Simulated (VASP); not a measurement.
# Na in VASP: settings compared

The runs below take Na through single point, with PBE+D3, PBE+D4.

All numbers are computed with VASP 6.6.1; they aren't measurements. Logs are shortened: lines on timing, memory, paths and dates and some standing lists are left out, and cuts for length are marked.

### Step 1. The molecule as given

The cell holds a molecule in a box, 1 atom: a = 10.500 Å, b = 11.000 Å, c = 11.500 Å, α = 90.00°, β = 90.00°, γ = 90.00°.

### Step 2. Single point, PBE+D3, collinear spin, ferromagnetic start

File INCAR:

```
SYSTEM = Na
ALGO     = Normal         ! electronic algorithm
EDIFF    = 1E-6           ! SCF threshold, eV
ENCUT    = 400            ! plane-wave cutoff, eV
GGA      = PE             ! functional
ISIF     = 2              ! what is computed and relaxed
ISMEAR   = 0              ! smearing method
ISPIN    = 2              ! spin polarisation
ISYM     = 0            
IVDW     = 11             ! dispersion correction
LASPH    = .True.         ! aspherical terms in the spheres
LCHARG   = .False.        ! write CHGCAR
LORBIT   = 11             ! projections on sites
LREAL    = .False.        ! projectors in reciprocal space
LWAVE    = .False.        ! write WAVECAR
MAGMOM   = 0.5            ! initial moments
NBANDS   = 14             ! bands
NELM     = 60             ! most SCF steps
NUPDOWN  = 1              ! fixed moment
PREC     = Accurate       ! precision mode
SIGMA    = 0.01           ! smearing width, eV
```

File KPOINTS:

```
k-points
0
Gamma
  1 1 1
  0 0 0
```

File POSCAR:

```
Na                                      
1.0
   10.5000000000      0.0000000000      0.0000000000
    0.0000000000     11.0000000000      0.0000000000
    0.0000000000      0.0000000000     11.5000000000
  Na            
     1
Selective dynamics
Direct
     0.5000000000000000    0.5045454544999970    0.5000000000000000   F   F   F
```

Potentials or basis: VASP PAW PBE potentials, release 64 (Na_pv).

The run is started by

```sh
cat potpaw_PBE.64/Na_pv/POTCAR > POTCAR
mpirun -np 4 vasp_gam > vasp.out
```

OUTCAR:

```text
SYSTEM = Na
   EDIFF = 1E-6
   ENCUT = 400
   GGA = PE
   ISIF = 2
   ISMEAR = 0
   ISPIN = 2
   ISYM = 0
   IVDW = 11
   LASPH = .True.
   LORBIT = 11
   LREAL = .False.
   NELM = 60
   NUPDOWN = 1
   PREC = Accurate
 IVDW          = 11

 ion  position               nearest neighbor table
   1  0.500  0.505  0.500-

IMPORTANT INFORMATION: All symmetrisations will be switched off!
NOSYMM: (Re-)initialisation of all symmetry stuff for point group C_1.

----------------------------------------------------------------------------------------

                                     Primitive cell

  volume of cell :    1328.2500

  direct lattice vectors                    reciprocal lattice vectors
    10.500000000  0.000000000  0.000000000     0.095238095  0.000000000  0.000000000
     0.000000000 11.000000000  0.000000000     0.000000000  0.090909091  0.000000000
     0.000000000  0.000000000 11.500000000     0.000000000  0.000000000  0.086956522

  length of vectors
    10.500000000 11.000000000 11.500000000     0.095238095  0.090909091  0.086956522

  position of ions in fractional coordinates (direct lattice)
     0.500000000  0.504545454  0.500000000

  ion indices of the primitive-cell ions
   primitive index   ion index
                 1           1

----------------------------------------------------------------------------------------

 KPOINTS: k-points

Automatic generation of k-mesh.
 Grid dimensions read from file:
 generate k-points for:    1    1    1

 Generating k-lattice:

  Cartesian coordinates                     Fractional coordinates (reciprocal lattice)
     0.095238095  0.000000000  0.000000000     1.000000000  0.000000000  0.000000000
     0.000000000  0.090909091  0.000000000     0.000000000  1.000000000  0.000000000
     0.000000000  0.000000000  0.086956522     0.000000000  0.000000000  1.000000000

  Length of vectors
     0.095238095  0.090909091  0.086956522

  Shift w.r.t. Gamma in fractional coordinates (k-lattice)
     0.000000000  0.000000000  0.000000000

 Subroutine IBZKPT returns following result:
 ===========================================

 Found      1 irreducible k-points:

 Following reciprocal coordinates:
            Coordinates               Weight
  0.000000  0.000000  0.000000      1.000000
   k-points           NKPTS =      1   k-points in BZ     NKDIM =      1   number of bands    NBANDS=     16
   number of dos      NEDOS =    301   number of ions     NIONS =      1
   total plane-waves  NPLWV = 403200
   dimension x,y,z NGX =    70 NGY =   72 NGZ =   80
   dimension x,y,z NGXF=   140 NGYF=  144 NGZF=  160
   ions per type =               1
   NGX,Y,Z   is equivalent  to a cutoff of  11.08, 10.88, 11.56 a.u.
   NGXF,Y,Z  is equivalent  to a cutoff of  22.17, 21.76, 23.13 a.u.
 SYSTEM =  Na
   PREC   = accura    normal or accurate (medium, high low for compatibility)
   ISTART =      0    job   : 0-new  1-cont  2-samecut
   ICHARG =      2    charge: 1-file 2-atom 10-const
   ISPIN  =      2    spin polarized calculation?
   LNONCOLLINEAR =      F non collinear calculations
   LSORBIT =      F    spin-orbit coupling
   LASPH  =      T    aspherical Exc in radial PAW
   ENCUT  =  400.0 eV  29.40 Ry    5.42 a.u.  17.12 17.94 18.75*2*pi/ulx,y,z
   NELM   =     60;   NELMIN=  2; NELMDL= -5     # of ELM steps
   EDIFF  = 0.1E-05   stopping-criterion for ELM
   LREAL  =      F    real-space projection
   EDIFFG = 0.1E-04   stopping-criterion for IOM
   NSW    =      0    number of steps for IOM
   IBRION =     -1    ionic relax: 0-MD 1-quasi-New 2-CG
   NFREE  =      0    steps in history (QN), initial steepest desc. (CG)
   ISIF   =      2    stress and relaxation
   ISYM   =      0    0-nonsym 1-usesym 2-fastsym
   POTIM  = 0.5000    time-step for ionic-motion
   TEBEG  =    0.0;   TEEND  =   0.0 temperature during run
   PSTRESS=    0.0 pullay stress
   NELECT =       7.0000    total number of electrons
   NUPDOWN=       1.0000    fix difference up-down
   EMIN   =  10.00;   EMAX   =-10.00  energy-range for DOS
   EFERMI =   0.00;   METHOD = LEGACY
   ISMEAR =     0;   SIGMA  =   0.01  broadening in eV -4-tet -1-fermi 0-gaus
   EFERMI_NEDOS =   21; number of points for ismear=-14 and -15
   IALGO  =     38    algorithm
   IMIX   =      4    mixing-type and parameters
     AMIX     =   0.40;   BMIX     =  1.00
     AMIX_MAG =   1.60;   BMIX_MAG =  1.00
  volume/ion in A,a.u.               =    1328.25      8963.47
  Fermi-wavevector in a.u.,A,eV,Ry     =   0.284892  0.538369  1.104299  0.081164
  Thomas-Fermi vector in A             =   1.138136
   LORBIT       =     11    0 simple, 1 ext, 2 COOP (PROOUT), +10 PAW based schemes
   GGA     = PE    functional components
   LHFCALC =     F    Hartree Fock is set to
   AEXX    =    0.0000 exact exchange contribution
   IVDW    =    11    specifies the selected vdW correction
   LEPSILON=     F    determine dielectric tensor
   LRPA    =     F    only Hartree local field effects (RPA)
 spin polarized calculation
 Gauss-broadening in eV      SIGMA  =   0.01
  energy-cutoff  :      400.00
  volume of cell :     1328.25
 maximum number of plane-waves:     12033
 NGX is ok and might be reduce to    70
   NGX = 35   NGY = 35   NGZ = 37

 number of electron       6.9999993 magnetization       0.9999814

 Free energy of the ion-electron system (eV)
  ---------------------------------------------------
  ext. energy  EPLUGINS =         0.00000000
  ---------------------------------------------------
  free energy    TOTEN  =        -0.24142485 eV

  energy without entropy =       -0.24142485  energy(sigma->0) =       -0.24142485

 E-fermi : -28.3292     XC(G=0):  -0.6087

 val. band max:       -2.9506166998   @ k =   0.0000   0.0000   0.0000
 cond. band min:      -1.1376512181   @ k =   0.0000   0.0000   0.0000
 fundamental gap:      1.8129654817
 Fermi energy:        -2.8354479178

 spin component 1

 k-point     1 :       0.0000    0.0000    0.0000
  band No.  band energies     occupation
      1     -28.5129      1.00000
      2     -28.5128      1.00000
      3     -28.5126      1.00000
      4      -2.9506      1.00000
      5      -0.7793      0.00000
      6      -0.7513      0.00000
      7      -0.7160      0.00000
      8      -0.3764      0.00000
      9       0.2816      0.00000
     10       0.3437      0.00000
     11       1.0036      0.00000
     12       1.0805      0.00000
     13       1.0887      0.00000
     14       1.1647      0.00000
     15       1.1713      0.00000
 Fermi energy:       -28.3292153547

 spin component 2

 k-point     1 :       0.0000    0.0000    0.0000
  band No.  band energies     occupation
      1     -28.4284      1.00000
      2     -28.4282      1.00000
      3     -28.4281      1.00000
      4      -1.1377      0.00000
      5       0.3418      0.00000
      6       1.1309      0.00000
      7       1.2423      0.00000
      8       1.2613      0.00000
      9       1.3775      0.00000
     10       1.3914      0.00000
     11       1.9711      0.00000
     12       2.0419      0.00000
     13       2.0849      0.00000
     14       2.1738      0.00000
     15       2.5076      0.00000
 [bands above 15 left out]

------------------------ aborting loop because EDIFF is reached ----------------------------------------

 Edisp (eV)   -0.00266

 E8    (eV) :    -0.0004

  FORCE on cell =-STRESS in cart. coord.  units (eV):
  Direction    XX          YY          ZZ          XY          YZ          ZX
  --------------------------------------------------------------------------------------
  -------------------------------------------------------------------------------------
  Total      -0.10905    -0.08963    -0.07805    -0.00002     0.00000    -0.00000
  in kB      -0.13153    -0.10812    -0.09415    -0.00003     0.00000    -0.00000
  external pressure =       -0.11 kB  Pullay stress =        0.00 kB

 VOLUME and BASIS-vectors are now :
 -----------------------------------------------------------------------------
  energy-cutoff  :      400.00
  volume of cell :     1328.25
      direct lattice vectors                 reciprocal lattice vectors
    10.500000000  0.000000000  0.000000000     0.095238095  0.000000000  0.000000000
     0.000000000 11.000000000  0.000000000     0.000000000  0.090909091  0.000000000
     0.000000000  0.000000000 11.500000000     0.000000000  0.000000000  0.086956522

 POSITION                                       TOTAL-FORCE (eV/Angst)
 -----------------------------------------------------------------------------------
      5.25000      5.55000      5.75000        -0.000012      0.003606      0.000003
 -----------------------------------------------------------------------------------
    total drift:                               -0.000012      0.003606      0.000003

  FREE ENERGIE OF THE ION-ELECTRON SYSTEM (eV)
  ---------------------------------------------------
  free  energy   TOTEN  =        -0.2440845348 eV

  energy  without entropy=       -0.2440845348  energy(sigma->0) =       -0.24408453

 total charge

# of ion       s       p       d       tot
------------------------------------------
    1        0.112   5.940   0.000   6.052

 magnetization (x)

# of ion       s       p       d       tot
------------------------------------------
    1        0.112  -0.001   0.000   0.112
```

Run time: 20 s. Hardware: 4 MPI ranks of AMD EPYC 9R45 (Zen 5), shared host; peak memory 0.34 GiB.

What came out:

```yaml
Free_energy: -0.2441 eV
Net_moment: 1.00 μB per cell
Site_moments: Na +0.11 μB
Valence_electrons_inside_the_program's_atomic_spheres: Na 6.05
Dispersion_energy_per_atom: -0.003 eV
```

Caveat: the total moment is fixed, so each spin has its own Fermi level.

### Step 3. Single point, PBE+D4, collinear spin, ferromagnetic start

INCAR, as its differences from that of step 2:

```diff
@@ -9,3 +9,3 @@
 ISYM     = 0            
-IVDW     = 11             ! dispersion correction
+IVDW     = 13             ! dispersion correction
 LASPH    = .True.         ! aspherical terms in the spheres
```

KPOINTS is that of step 2.

POSCAR is that of step 2.

Potentials or basis: VASP PAW PBE potentials, release 64 (Na_pv).

The run is started by

```sh
cat potpaw_PBE.64/Na_pv/POTCAR > POTCAR
mpirun -np 4 vasp_gam > vasp.out
```

Run time: 20 s. Hardware: 4 MPI ranks of AMD EPYC 9R45 (Zen 5), shared host; peak memory 0.33 GiB.

The run converged. Its results:

```
Free energy                                           : -0.2444 eV
Net moment                                            : 1.00 μB per cell
Site moments                                          : Na +0.11 μB
Valence electrons inside the program's atomic spheres : Na 6.05
Dispersion energy per atom                            : -0.003 eV
```

Caveat: the total moment is fixed, so each spin has its own Fermi level.
